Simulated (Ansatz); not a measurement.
**H_i (antibonding, by N) in GaN (F-43m): charge-transition levels and formation energies**

Wanted: the transition levels of a hydrogen interstitial in GaN (F-43m), from a cell of 54 host atoms with 1 H put in.

Main program and level: Ansatz 0.2.0; place-levels on r2SCAN runs: charge-transition levels and formation energies with image-charge correction and potential alignment at the atomic sites.

### 1. The starting structure

The cell holds 55 atoms: 27 Ga, 27 N and 1 H. Its edges and angles: a = 9.542 Å, b = 9.542 Å, c = 9.542 Å, α = 60.0°, β = 60.0°, γ = 60.0°. It derives from GaN (space group F-43m). Nearest the centre at fractional (0.461, 0.284, 0.461): H55 at 0.00 Å, N28 at 1.03 Å, Ga45 at 1.88 Å, Ga29 at 1.88 Å, Ga27 at 1.88 Å, N40 at 2.41 Å, N24 at 2.41 Å, N22 at 2.41 Å.

As a file:

```xyz
55
Lattice="0.0000 6.7472 6.7472 6.7472 0.0000 6.7472 6.7472 6.7472 0.0000" Properties=species:S:1:pos:R:3 pbc="T T T"
Ga    0.0000    0.0000    0.0000
N     1.1245    1.1245    1.1245
Ga    2.2491    2.2491    0.0000
N     3.3736    3.3736    1.1245
Ga    4.4981    4.4981    0.0000
N     5.6227    5.6227    1.1245
Ga    2.2491    0.0000    2.2491
N     3.3736    1.1245    3.3736
Ga    4.4981    2.2491    2.2491
N     5.6227    3.3736    3.3736
Ga    6.7472    4.4981    2.2491
N     7.8717    5.6227    3.3736
Ga    4.4981    0.0000    4.4981
N     5.6227    1.1245    5.6227
Ga    6.7472    2.2491    4.4981
N     7.8717    3.3736    5.6227
Ga    8.9962    4.4981    4.4981
N    10.1208    5.6227    5.6227
Ga    0.0000    2.2491    2.2491
N     1.1245    3.3736    3.3736
Ga    2.2491    4.4981    2.2491
N     3.3736    5.6227    3.3736
Ga    4.4981    6.7472    2.2491
N     5.6227    7.8717    3.3736
Ga    2.2491    2.2491    4.4981
N     3.3736    3.3736    5.6227
Ga    4.4981    4.4981    4.4981
N     5.6227    5.6227    5.6227
Ga    6.7472    6.7472    4.4981
N     7.8717    7.8717    5.6227
Ga    4.4981    2.2491    6.7472
N     5.6227    3.3736    7.8717
Ga    6.7472    4.4981    6.7472
N     7.8717    5.6227    7.8717
Ga    8.9962    6.7472    6.7472
N    10.1208    7.8717    7.8717
Ga    0.0000    4.4981    4.4981
N     1.1245    5.6227    5.6227
Ga    2.2491    6.7472    4.4981
N     3.3736    7.8717    5.6227
Ga    4.4981    8.9962    4.4981
N     5.6227   10.1208    5.6227
Ga    2.2491    4.4981    6.7472
N     3.3736    5.6227    7.8717
Ga    4.4981    6.7472    6.7472
N     5.6227    7.8717    7.8717
Ga    6.7472    8.9962    6.7472
N     7.8717   10.1208    7.8717
Ga    4.4981    4.4981    8.9962
N     5.6227    5.6227   10.1208
Ga    6.7472    6.7472    8.9962
N     7.8717    7.8717   10.1208
Ga    8.9962    8.9962    8.9962
N    10.1208   10.1208   10.1208
H     5.0280    6.2173    5.0280
```

Screening for the image-charge correction: ε∞ = 6.01, ε0 = 10.56, computed on the host (DFPT, PBEsol, on the r2SCAN cell), and a cell off the functional's own equilibrium shifts the ionic part.

The cell's shortest repeat is 9.5 Å.

### 2. The runs of each charge state

A transition level is the Fermi level at which two charge states cost the same, so each charge needs its own total energy, at its own relaxed structure.

Each atom starts 0.05 Å or so off its site in a random direction: a symmetric start keeps its symmetry, and would miss off-centre moves and Jahn–Teller distortions. Forces are taken on a 2×2×2 shifted mesh. The cell holds 1 electron more than the neutral one, with a uniform background that keeps it neutral on the whole.

The sampling was tested on the host first: at the k-points planned (1x1x1 shifted 0.25 0.25 0.25) its energy lies 0.067 eV an atom from the dense-mesh value, so the final energies take a denser sampling.

One state's input; the others differ in charge, spin, start and seed, and in occupations where the table says so.

Input file qm1.relax/input.yaml:

```yaml
crystal:
  lattice:
    - [0.0, 6.7471812, 6.7471812]
    - [6.7471812, 0.0, 6.7471812]
    - [6.7471812, 6.7471812, 0.0]
  atoms:
    - { symbol: Ga, position: [0.0, 0.0, 0.0] }
    - { symbol: "N", position: [0.08333333, 0.08333333, 0.08333333] }
    - { symbol: Ga, position: [0.0, 0.0, 0.33333333] }
    - { symbol: "N", position: [0.08333333, 0.08333333, 0.41666667] }
    - { symbol: Ga, position: [0.0, 0.0, 0.66666667] }
    - { symbol: "N", position: [0.08333333, 0.08333333, 0.75] }
    - { symbol: Ga, position: [0.0, 0.33333333, 0.0] }
    - { symbol: "N", position: [0.08333333, 0.41666667, 0.08333333] }
    - { symbol: Ga, position: [0.0, 0.33333333, 0.33333333] }
    - { symbol: "N", position: [0.08333333, 0.41666667, 0.41666667] }
    - { symbol: Ga, position: [0.0, 0.33333333, 0.66666667] }
    - { symbol: "N", position: [0.08333333, 0.41666667, 0.75] }
    - { symbol: Ga, position: [0.0, 0.66666667, 0.0] }
    - { symbol: "N", position: [0.08333333, 0.75, 0.08333333] }
    - { symbol: Ga, position: [0.0, 0.66666667, 0.33333333] }
    - { symbol: "N", position: [0.08333333, 0.75, 0.41666667] }
    - { symbol: Ga, position: [0.0, 0.66666667, 0.66666667] }
    - { symbol: "N", position: [0.08333333, 0.75, 0.75] }
    - { symbol: Ga, position: [0.33333333, 0.0, 0.0] }
    - { symbol: "N", position: [0.41666667, 0.08333333, 0.08333333] }
    - { symbol: Ga, position: [0.33333333, 0.0, 0.33333333] }
    - { symbol: "N", position: [0.41666667, 0.08333333, 0.41666667] }
    - { symbol: Ga, position: [0.33333333, 0.0, 0.66666667] }
    - { symbol: "N", position: [0.41666667, 0.08333333, 0.75] }
    - { symbol: Ga, position: [0.33333333, 0.33333333, 0.0] }
    - { symbol: "N", position: [0.41666667, 0.41666667, 0.08333333] }
    - { symbol: Ga, position: [0.33333333, 0.33333333, 0.33333333] }
    - { symbol: "N", position: [0.41666667, 0.41666667, 0.41666667] }
    - { symbol: Ga, position: [0.33333333, 0.33333333, 0.66666667] }
    - { symbol: "N", position: [0.41666667, 0.41666667, 0.75] }
    - { symbol: Ga, position: [0.33333333, 0.66666667, 0.0] }
    - { symbol: "N", position: [0.41666667, 0.75, 0.08333333] }
    - { symbol: Ga, position: [0.33333333, 0.66666667, 0.33333333] }
    - { symbol: "N", position: [0.41666667, 0.75, 0.41666667] }
    - { symbol: Ga, position: [0.33333333, 0.66666667, 0.66666667] }
    - { symbol: "N", position: [0.41666667, 0.75, 0.75] }
    - { symbol: Ga, position: [0.66666667, 0.0, 0.0] }
    - { symbol: "N", position: [0.75, 0.08333333, 0.08333333] }
    - { symbol: Ga, position: [0.66666667, 0.0, 0.33333333] }
    - { symbol: "N", position: [0.75, 0.08333333, 0.41666667] }
    - { symbol: Ga, position: [0.66666667, 0.0, 0.66666667] }
    - { symbol: "N", position: [0.75, 0.08333333, 0.75] }
    - { symbol: Ga, position: [0.66666667, 0.33333333, 0.0] }
    - { symbol: "N", position: [0.75, 0.41666667, 0.08333333] }
    - { symbol: Ga, position: [0.66666667, 0.33333333, 0.33333333] }
    - { symbol: "N", position: [0.75, 0.41666667, 0.41666667] }
    - { symbol: Ga, position: [0.66666667, 0.33333333, 0.66666667] }
    - { symbol: "N", position: [0.75, 0.41666667, 0.75] }
    - { symbol: Ga, position: [0.66666667, 0.66666667, 0.0] }
    - { symbol: "N", position: [0.75, 0.75, 0.08333333] }
    - { symbol: Ga, position: [0.66666667, 0.66666667, 0.33333333] }
    - { symbol: "N", position: [0.75, 0.75, 0.41666667] }
    - { symbol: Ga, position: [0.66666667, 0.66666667, 0.66666667] }
    - { symbol: "N", position: [0.75, 0.75, 0.75] }
    - { symbol: H, position: [0.460735, 0.284462, 0.460735] }
  host:
    repeats: [3, 3, 3]
    atoms:
      - { symbol: Ga, position: [0.0, 0.0, 0.0] }
      - { symbol: "N", position: [0.25, 0.25, 0.25] }
total_charge: -1
basis:
  ecutwfc: 500
  xc_grid: 2
hamiltonian:
  xc: r2scan
kpoints:
  mp_grid: { grid: [2, 2, 2], shift: [0.5, 0.5, 0.5] }
scf:
  occupations: { method: fixed }
  max_iter: 80
output:
  forces: true
  charged_corrections:
    epsilon: 6.01
    static_epsilon: 10.56
    defect_position: [0.460735, 0.284462, 0.460735]
relax:
  f_tol: 0.02
  max_steps: 80
  random_displacement: { amplitude: 0.05, seed: 86 }
checkpoint:
  write: "../qm1.relax.run"
  compress: false
  write_wavefunctions: true
  write_every: 100000
```

The run is started by

```
> ansatz run input.yaml --threads 4 --pin off --max-ram 7536MiB --backend cpu --events-out ev --progress --plain --runs-dir out
```

The run of this state that the levels use, under r2SCAN:

Input file qm1.point/input.yaml:

```yaml
crystal:
  checkpoint: "../qm1.relax.run"
  host: checkpoint
total_charge: -1
basis:
  ecutwfc: 500
  xc_grid: 2
hamiltonian:
  xc: r2scan
kpoints:
  mp_grid: { grid: [2, 2, 2], shift: [0.5, 0.5, 0.5] }
scf:
  occupations: { method: fixed }
  max_iter: 80
output:
  forces: true
  eigenvalues: true
  charged_corrections:
    epsilon: 6.01
    static_epsilon: 10.56
    defect_position: [0.460735, 0.284462, 0.460735]
  eigenstates: { localisation: true }
  populations: true
  band_densities: [{ bands: [v1, v1] }, { bands: [c1, c1] }]
  write_density: true
  write_potential: true
  volumetric_format: npy
checkpoint:
  read: "../qm1.relax.run"
  write: "../qm1.point.run"
  compress: false
  write_wavefunctions: false
  write_every: 100000
```

Relaxations under r2SCAN at a 2×2×2 shifted mesh; times on 4 threads of Arm Neoverse V1, shared host:

```csv
charge,moment (μB),occupations,outcome,steps,largest displacement against the far atoms (Å),time
−1,0,fixed,converged,14,0.83,12 min
0,1,fixed,converged,7,0.22,17 min
+1,0,fixed,converged,7,0.16,6.6 min
−1,2,fixed,converged,10,0.64,23 min
```

Single points under r2SCAN at a 2×2×2 shifted mesh; times on 4 threads of Arm Neoverse V1, shared host:

```
charge  moment (μB)  occupations    outcome     time
    −1            0        fixed  converged     60 s
     0            1        fixed  converged  2.1 min
    +1            0        fixed  converged     67 s
    −1            2        fixed  converged  2.1 min
```

Distances (Å) from H55 to the nearest atoms after relaxation with r2SCAN:

| charge | moment (μB) | 1. | 2. | 3. | 4. | 5. | 6. |
| --- | --- | --- | --- | --- | --- | --- | --- |
| −1 | 0 | N 1.01 | N 2.05 | N 2.05 | N 2.05 | Ga 2.23 | Ga 2.23 |
| −1 | 2 | N 1.02 | N 2.11 | N 2.11 | N 2.11 | Ga 2.16 | Ga 2.17 |
| 0 | 1 | N 1.04 | Ga 2.06 | Ga 2.07 | Ga 2.07 | N 2.28 | N 2.28 |
| +1 | 0 | N 1.03 | Ga 2.06 | Ga 2.06 | Ga 2.06 | N 2.31 | N 2.32 |

### 3. Placing the levels, r2SCAN

A charged cell interacts with its images and the background, and its potential has another zero than the host's. place-levels removes the first by a point-charge model, screened by the static dielectric constant since the ions have relaxed around the charge, and the second by comparing potentials at atoms far from the defect.

The host is a run of the defect-free crystal in the same cutoffs, grids and k-points, so that basis and sampling errors cancel in part in the differences. The host is run in a cell of 2 atoms on a matching mesh. Its band edges are searched through the zone by a band path, so the gap is smaller than, or equal to, that on the mesh. Chemical potentials are energies per atom of H (H2 molecule), run with the same functional and cutoff.

Input file levels.point.yaml:

```yaml
host:
  run: host.point.run
states: [qm1.point.run, q0_M1.point.run, qp1.point.run, qm1_M2.point.run]
geometry_from:
  qm1.point.run: qm1.relax.run
  q0_M1.point.run: q0_M1.relax.run
  qp1.point.run: qp1.relax.run
  qm1_M2.point.run: qm1_M2.relax.run
  host.point.run: host.relax.run
chemical_potentials:
  H:
    energy: -15.945667
    dataset: "<sha256 of the dataset>"
epsilon: 6.01
static_epsilon: 10.56
vertical:
  - { from: qm1.point.run, to: qm1.point_neutral.run }
  - { from: qp1.point.run, to: qp1.point_neutral.run }
  - { from: qm1_M2.point.run, to: qm1_M2.point_neutral.run }
```

The run is started by

```
> ansatz place-levels levels.point.yaml -- --threads 4 --pin off --max-ram 7536MiB
```

Numbers of over 12 decimals in the logs are rounded to 6 here.

Log:

```text
[... repeated set-up lines and file paths are left out, and long positions are rounded to six places ...]
(+1/0) 2.207 eV above the valence edge (+3.267 eV without the band-filling correction), in the conduction band
(0/-1) 3.370 eV above the valence edge (+3.280 eV without the band-filling correction), in the conduction band
formation energy of charge +1: +0.122 eV with the Fermi level at the valence edge
formation energy of charge 0: +2.329 eV with the Fermi level at the valence edge
formation energy of charge -1: +5.699 eV with the Fermi level at the valence edge
vertical -1 to 0: no energy, since no alignment is typed
  the change from vertical[0].from (qm1.point.run) to vertical[0].to (qm1.point_neutral.run): by its potential at epsilon 6.01 it stands at 0.378 0.588 0.378, with an rms radius of about 2.0 Å (1.0 1.4 1.0 Å across the planes of the cell's vectors); [...]
vertical +1 to 0: no energy, since no alignment is typed
  the change from vertical[1].from (qp1.point.run) to vertical[1].to (qp1.point_neutral.run): by its potential at epsilon 6.01 it stands at 0.365 0.707 0.365, with an rms radius of about 5.1 Å (2.6 3.5 2.6 Å across the planes of the cell's vectors); [...]
vertical -1 to 0: no energy, since no alignment is typed
  the change from vertical[2].from (qm1_M2.point.run) to vertical[2].to (qm1_M2.point_neutral.run): by its potential at epsilon 6.01 it stands at 0.331 0.410 0.329, with an rms radius of about 5.3 Å (3.2 2.8 3.2 Å across the planes of the cell's vectors); [...]
  edges by r2scan, gap 2.168 eV; the host is sampled to repeats of 19.08 Å
  the defect's cells are sampled to repeats of 19.08 Å, like sampling
  charge +1: -112787.3680 eV with its correction of +0.267 eV, at epsilon 10.56, aligned at sites: +0.0351 eV, mean over 16 atomic sites at or beyond 4.77 Å from the defect at [0.4607, 0.2845, 0.4607], with +0.000000 for the charge's moments and without [...]
  charge 0: +0.000 eV for its dipole among its images, +0.013 omitted
  charge -1: -112761.8930 eV with its correction of +0.203 eV, at epsilon 10.56, aligned at sites: +0.0288 eV, mean over 16 atomic sites at or beyond 4.77 Å from the defect at [0.4607, 0.2845, 0.4607], with +0.000000 for the charge's moments and without [...]
  charge -1: states[3] (qm1_M2.point.run) stands 0.464 eV higher, with a moment of 2.00 μB against 0.00
  of states[2] (qp1.point.run): it parts from the run at its places by a charge that spreads by about 3.5 Å along one vector (1.3 Å or more is wide), by its potential at epsilon 6.01, taken for that of held ions (one typed too small widens it), where the cell [...]
  of states[1] (q0_M1.point.run): a band-filling correction moves a carrier to the host's band edge, which changes its energy by -1.060 eV; stability_check_not_made
  of states[0] (qm1.point.run): it parts from the run at its places by a charge that spreads by about 1.4 Å along one vector (1.3 Å or more is wide), by its potential at epsilon 6.01, taken for that of held ions (one typed too small widens it), where the cell [...]
  of states[3] (qm1_M2.point.run): how wide its charge is, is not read beside other atoms or cores, and a band state would take no correction. [...]
  of vertical[0].from (qm1.point.run): it parts from the run at its places by a charge that spreads by about 1.4 Å along one vector (1.3 Å or more is wide), by its potential at epsilon 6.01, taken for that of held ions (one typed too small widens it), where [...]
  of vertical[0].to (qm1.point_neutral.run): stability_check_not_made
  of vertical[1].from (qp1.point.run): it parts from the run at its places by a charge that spreads by about 3.5 Å along one vector (1.3 Å or more is wide), by its potential at epsilon 6.01, taken for that of held ions (one typed too small widens it), where [...]
  of vertical[1].to (qp1.point_neutral.run): stability_check_not_made
  of vertical[2].from (qm1_M2.point.run): its moments are held at its close (magnetization.spin_locking), by a field of 0.168 eV a Bohr magneton, and its energy and levels are of the state that this holds: a run that lets them go can end lower; [...]
  of vertical[2].to (qm1_M2.point_neutral.run): stability_check_not_made
```

It took 0.5 s on 4 threads of Arm Neoverse V1, shared host.

Levels between the charges placed, in eV above the valence top:

|  | gap (eV) | (+1/0) | (0/−1) |
| --- | --- | --- | --- |
| r2SCAN | 2.17 | 2.21 | 3.37 |

Corrections by state:

| charge | moment (μB) | image terms and alignment (eV) | band filling (eV) | ε used | over the lowest of its charge, as the program ranks them, band filling apart (eV) |
| --- | --- | --- | --- | --- | --- |
| +1 | 0.0 | 0.267 | - | 10.56 | 0.000 |
| 0 | 1.0 | 0.000 | -1.060 | - | 0.000 |
| −1 | 0.0 | 0.203 | -0.970 | 10.56 | 0.000 |
| −1 | 2.0 | 0.125 | - | 10.56 | 0.464 |

The charged structures listed were also run neutral, and place-levels reads from each pair, by the potential or the spins, how wide the charge is by which they differ; that can be the carrier of either run.

| charge | rms radius (Å) | spread where it is widest against the cell (Å) | wide from (Å) | reading |
| --- | --- | --- | --- | --- |
| +1 | 5.1 | 3.49 | 1.35 | wide |
| −1 | 2.0 | 1.39 | 1.35 | wide |

The neutral runs of these pairs need not share the spin of the lowest neutral state, and very wide values only mean spread over the cell.

From the program's caveats on the states, each cut to its opening words:

- charge +1: it parts from the run at its places by a charge that spreads by about 3.5 Å along one vector (1.3 Å or more is wide), by its potential at epsilon 6.01, taken [...]
- charge 0 (1 μB): a band-filling correction moves a carrier to the host's band edge, which changes its energy by -1.060 eV
- charge 0 (1 μB), −1 (2 μB): flagged: stability check not made
- charge −1: it parts from the run at its places by a charge that spreads by about 1.4 Å along one vector (1.3 Å or more is wide), by its potential at epsilon 6.01, taken [...]
- charge −1: a band-filling correction moves a carrier to the host's band edge, which changes its energy by -0.970 eV
- charge −1 (2 μB): how wide its charge is, is not read beside other atoms or cores, and a band state would take no correction
- charge −1 (2 μB): its moments are held at its close (magnetization.spin_locking), by a field of 0.168 eV a Bohr magneton, and its energy and levels are of the state that this [...]

Formation energies (eV), elemental references (Δμ(H) = 0.00 eV):

```csv
charge,Fermi level at the valence top,at the conduction bottom
+1,0.12,2.29
0,2.33,2.33
−1,5.70,3.53
```

### 4. Outcome

* gap of the host: 2.17 eV (r2SCAN)
* level (plus 1/0): 2.21 eV above the valence top, past the conduction bottom (3.27 eV above the valence top without the band-filling term)
* level (0/minus 1): 3.37 eV above the valence top, past the conduction bottom (3.28 eV above the valence top without the band-filling term)
* lowest of the charges placed, just above the valence top (0.02 eV): +1
* lowest of the charges placed, just below the conduction bottom (0.02 eV): +1
* lowest formation energy at mid-gap of the charges run, elemental references: 1.21 eV

What this shows: Of the charges placed (−1, 0 and +1), +1 is the lowest from 0.02 eV above the valence top to 0.02 eV below the conduction bottom, a gap of 2.17 eV. Charges above +1 were not placed, so these runs say nothing of levels that involve them. States placed: +1 at 0 μB; 0 at 1 μB; −1 at 0 μB and 2 μB. Other spin states or structures, where not listed, weren't placed. The program finds carriers beyond a band edge of the host and adds a band-filling term at charge −1 (-0.97 eV) and 0 (-1.06 eV); steps to such a charge show no bound level, and a defect level inside a band would be read the same way. H is taken at its element; compounds, which aren't counted here, bound the chemical potentials and would shift these formation energies. Limits: r2SCAN makes the gap too small and tends to spread out bound carriers; where a gas molecule sets a chemical potential or the host's formation energy, its binding is uncorrected.

[Logs are printed without paths, hosts, clocks, repeated set-up lines and the standing remarks that a program may print on its own settings, such as how far it seeks lower states.]

[Hosts, paths, dates, database ids (printed as entryN), source tags and the programs' standing remarks are cut or masked in the printed files.]

[Where a table of states has a column of steps, it counts the stored structures, which are thinned; the runs took as many ionic steps or more.]

[A defect's name tells the site on which it was built; relaxed atoms can leave that site.]

[For some hosts the program warned that the k-mesh of the response run may be too coarse for force constants and the static dielectric constant; such warnings are not shown here.]
